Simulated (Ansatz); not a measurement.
Zn:

```
Zn
1.0
     0.00000    1.96478    1.96478
     1.96478    0.00000    1.96478
     1.96478    1.96478    0.00000
Zn
1
Cartesian
  0.0000 0.0000 0.0000
```

This isn't the form of Zn at room conditions, which is hcp.

Base run:

```yaml
Program: Ansatz 0.2.0
Functional: BLYP
Potentials_or_basis: Ansatz PAW
Cutoff: "420 eV (not typed: the program's choice for these potentials)"
k_mesh: 12 × 12 × 12
Occupations: fermi-dirac, width 0.05 eV
Spin: no spin polarisation
```

Its results: band gap on the k mesh none (metal or under the smearing width); pressure 6.0 GPa.

Task: After a change of settings the same cell gave: band gap on the k mesh none (metal or under the smearing width); pressure -8.5 GPa. Which change was it?
A. functional from BLYP to PBEsol
B. functional from BLYP to RPBE
C. functional from BLYP to r2SCAN; cutoff from 420 eV (not typed: the program's choice for these potentials) to 500 eV (not typed: the program's choice for these potentials)
D. functional from BLYP to LDA

Result: D.

LDA binds more tightly than BLYP, so the same cell stands under less pressure.

Caveats: the PAW data sets come from PBE, with cores solved anew for the run's functional, which leaves a small shift of forces and pressure.
